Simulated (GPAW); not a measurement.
Write an ASE script for GPAW 26.7.0 that does the following.

```yaml
Task: equation of state
Functional: BP86
Potentials_or_basis: PAW data sets generated in the run's folder for this functional
Cutoff: 600 eV
Basis: pw
k_mesh: 6 × 6 × 6
Occupations: fermi-dirac, width 0.05 eV
Spin: no spin polarisation
Maxiter: 150
Eos_scales: "[0.94, 0.96, 0.98, 1.0, 1.02, 1.04, 1.06]"
```

The structure of RbBr lies in RbBr.cif:

```cif
data_RbBr
_cell_length_a 6.85400000
_cell_length_b 6.85400000
_cell_length_c 6.85400000
_cell_angle_alpha 90.00000000
_cell_angle_beta 90.00000000
_cell_angle_gamma 90.00000000
_space_group_name_H-M_alt 'Fm-3m'
_space_group_name_Hall '-F 4 2 3'
_space_group_IT_number 225
loop_
_space_group_symop_operation_xyz
'x,y,z'
'-x,-y,-z'
'-y,x,z'
'y,-x,-z'
'-x,-y,z'
'x,y,-z'
'y,-x,z'
'-y,x,-z'
'x,-y,-z'
'-x,y,z'
'-y,-x,-z'
'y,x,z'
'-x,y,-z'
'x,-y,z'
'y,x,-z'
'-y,-x,z'
'z,x,y'
'-z,-x,-y'
'z,-y,x'
'-z,y,-x'
'z,-x,-y'
'-z,x,y'
'z,y,-x'
'-z,-y,x'
'-z,x,-y'
'z,-x,y'
'-z,-y,-x'
'z,y,x'
'-z,-x,y'
'z,x,-y'
'-z,y,x'
'z,-y,-x'
'y,z,x'
'-y,-z,-x'
'x,z,-y'
'-x,-z,y'
'-y,z,-x'
'y,-z,x'
'-x,z,y'
'x,-z,-y'
'-y,-z,x'
'y,z,-x'
'-x,-z,-y'
'x,z,y'
'y,-z,-x'
'-y,z,x'
'x,-z,y'
'-x,z,-y'
'x,y+1/2,z+1/2'
'-x,-y+1/2,-z+1/2'
'-y,x+1/2,z+1/2'
'y,-x+1/2,-z+1/2'
'-x,-y+1/2,z+1/2'
'x,y+1/2,-z+1/2'
'y,-x+1/2,z+1/2'
'-y,x+1/2,-z+1/2'
'x,-y+1/2,-z+1/2'
'-x,y+1/2,z+1/2'
'-y,-x+1/2,-z+1/2'
'y,x+1/2,z+1/2'
'-x,y+1/2,-z+1/2'
'x,-y+1/2,z+1/2'
'y,x+1/2,-z+1/2'
'-y,-x+1/2,z+1/2'
'z,x+1/2,y+1/2'
'-z,-x+1/2,-y+1/2'
'z,-y+1/2,x+1/2'
'-z,y+1/2,-x+1/2'
'z,-x+1/2,-y+1/2'
'-z,x+1/2,y+1/2'
'z,y+1/2,-x+1/2'
'-z,-y+1/2,x+1/2'
'-z,x+1/2,-y+1/2'
'z,-x+1/2,y+1/2'
'-z,-y+1/2,-x+1/2'
'z,y+1/2,x+1/2'
'-z,-x+1/2,y+1/2'
'z,x+1/2,-y+1/2'
'-z,y+1/2,x+1/2'
'z,-y+1/2,-x+1/2'
'y,z+1/2,x+1/2'
'-y,-z+1/2,-x+1/2'
'x,z+1/2,-y+1/2'
'-x,-z+1/2,y+1/2'
'-y,z+1/2,-x+1/2'
'y,-z+1/2,x+1/2'
'-x,z+1/2,y+1/2'
'x,-z+1/2,-y+1/2'
'-y,-z+1/2,x+1/2'
'y,z+1/2,-x+1/2'
'-x,-z+1/2,-y+1/2'
'x,z+1/2,y+1/2'
'y,-z+1/2,-x+1/2'
'-y,z+1/2,x+1/2'
'x,-z+1/2,y+1/2'
'-x,z+1/2,-y+1/2'
'x+1/2,y,z+1/2'
'-x+1/2,-y,-z+1/2'
'-y+1/2,x,z+1/2'
'y+1/2,-x,-z+1/2'
'-x+1/2,-y,z+1/2'
'x+1/2,y,-z+1/2'
'y+1/2,-x,z+1/2'
'-y+1/2,x,-z+1/2'
'x+1/2,-y,-z+1/2'
'-x+1/2,y,z+1/2'
'-y+1/2,-x,-z+1/2'
'y+1/2,x,z+1/2'
'-x+1/2,y,-z+1/2'
'x+1/2,-y,z+1/2'
'y+1/2,x,-z+1/2'
'-y+1/2,-x,z+1/2'
'z+1/2,x,y+1/2'
'-z+1/2,-x,-y+1/2'
'z+1/2,-y,x+1/2'
'-z+1/2,y,-x+1/2'
'z+1/2,-x,-y+1/2'
'-z+1/2,x,y+1/2'
'z+1/2,y,-x+1/2'
'-z+1/2,-y,x+1/2'
'-z+1/2,x,-y+1/2'
'z+1/2,-x,y+1/2'
'-z+1/2,-y,-x+1/2'
'z+1/2,y,x+1/2'
'-z+1/2,-x,y+1/2'
'z+1/2,x,-y+1/2'
'-z+1/2,y,x+1/2'
'z+1/2,-y,-x+1/2'
'y+1/2,z,x+1/2'
'-y+1/2,-z,-x+1/2'
'x+1/2,z,-y+1/2'
'-x+1/2,-z,y+1/2'
'-y+1/2,z,-x+1/2'
'y+1/2,-z,x+1/2'
'-x+1/2,z,y+1/2'
'x+1/2,-z,-y+1/2'
'-y+1/2,-z,x+1/2'
'y+1/2,z,-x+1/2'
'-x+1/2,-z,-y+1/2'
'x+1/2,z,y+1/2'
'y+1/2,-z,-x+1/2'
'-y+1/2,z,x+1/2'
'x+1/2,-z,y+1/2'
'-x+1/2,z,-y+1/2'
'x+1/2,y+1/2,z'
'-x+1/2,-y+1/2,-z'
'-y+1/2,x+1/2,z'
'y+1/2,-x+1/2,-z'
'-x+1/2,-y+1/2,z'
'x+1/2,y+1/2,-z'
'y+1/2,-x+1/2,z'
'-y+1/2,x+1/2,-z'
'x+1/2,-y+1/2,-z'
'-x+1/2,y+1/2,z'
'-y+1/2,-x+1/2,-z'
'y+1/2,x+1/2,z'
'-x+1/2,y+1/2,-z'
'x+1/2,-y+1/2,z'
'y+1/2,x+1/2,-z'
'-y+1/2,-x+1/2,z'
'z+1/2,x+1/2,y'
'-z+1/2,-x+1/2,-y'
'z+1/2,-y+1/2,x'
'-z+1/2,y+1/2,-x'
'z+1/2,-x+1/2,-y'
'-z+1/2,x+1/2,y'
'z+1/2,y+1/2,-x'
'-z+1/2,-y+1/2,x'
'-z+1/2,x+1/2,-y'
'z+1/2,-x+1/2,y'
'-z+1/2,-y+1/2,-x'
'z+1/2,y+1/2,x'
'-z+1/2,-x+1/2,y'
'z+1/2,x+1/2,-y'
'-z+1/2,y+1/2,x'
'z+1/2,-y+1/2,-x'
'y+1/2,z+1/2,x'
'-y+1/2,-z+1/2,-x'
'x+1/2,z+1/2,-y'
'-x+1/2,-z+1/2,y'
'-y+1/2,z+1/2,-x'
'y+1/2,-z+1/2,x'
'-x+1/2,z+1/2,y'
'x+1/2,-z+1/2,-y'
'-y+1/2,-z+1/2,x'
'y+1/2,z+1/2,-x'
'-x+1/2,-z+1/2,-y'
'x+1/2,z+1/2,y'
'y+1/2,-z+1/2,-x'
'-y+1/2,z+1/2,x'
'x+1/2,-z+1/2,y'
'-x+1/2,z+1/2,-y'
loop_
_atom_site_label
_atom_site_type_symbol
_atom_site_symmetry_multiplicity
_atom_site_Wyckoff_symbol
_atom_site_fract_x
_atom_site_fract_y
_atom_site_fract_z
_atom_site_occupancy
Rb1 Rb 4 a 0.0000000000 0.0000000000 0.0000000000 1
Br1 Br 4 b 0.5000000000 0.0000000000 0.0000000000 1
```

These files were run (other wordings do the same):

run.py

```python
import spglib
from ase import Atoms
from ase.eos import EquationOfState
from ase.io import Trajectory, read
from ase.units import GPa
from gpaw import GPAW, PW, setup_paths

setup_paths.insert(0, '.')

atoms = read('RbBr.cif')
cell, positions, numbers = spglib.find_primitive(
    (atoms.cell[:], atoms.get_scaled_positions(), atoms.numbers), symprec=1e-4)
atoms = Atoms(numbers, cell=cell, scaled_positions=positions, pbc=True)

traj = Trajectory('eos.traj', 'w')
volumes, energies = [], []
for x in [0.94, 0.96, 0.98, 1.0, 1.02, 1.04, 1.06]:
    a = atoms.copy()
    a.set_cell(atoms.cell * x**(1 / 3), scale_atoms=True)
    calc = GPAW(mode=PW(600),
                xc='GGA_X_B88+GGA_C_P86',
                kpts={'size': (6, 6, 6), 'gamma': True},
                occupations={'name': 'fermi-dirac', 'width': 0.05},
                nbands=16,
                convergence={'density': 1e-05, 'energy': 1e-05},
                maxiter=150,
                txt=f'eos-{x:.2f}.txt')
    a.calc = calc
    energies.append(a.get_potential_energy(force_consistent=True))
    volumes.append(a.get_volume())
    p = -a.get_stress()[:3].mean() / GPa
    calc.write(f'eos-{x:.2f}.gpw')
    traj.write(a)
    print(f'{x:.2f} {volumes[-1]:10.4f} A^3 {energies[-1]:14.6f} eV {p:9.3f} GPa', flush=True)

v0, e0, B = EquationOfState(volumes, energies, eos='birchmurnaghan').fit()
print(f'V0 = {v0:.4f} A^3, E0 = {e0:.6f} eV, B0 = {B / GPa:.2f} GPa')
```

Potentials or basis: PAW data sets generated in the run's folder for this functional, pw.

Run with:

```bash
$ gpaw-setup -f GGA_X_B88+GGA_C_P86 Br Rb
$ OMP_NUM_THREADS=1 python run.py
```

Results of the run:

The equilibrium volume is 43.15 Å³/atom (rough: see the caveat). The bulk modulus is 11.8 GPa (rough).

Caveat: the minimum lies outside the volumes run.

It took 73 s on 1 thread of Arm Neoverse V2, on a shared host, peak memory 0.23 GiB.
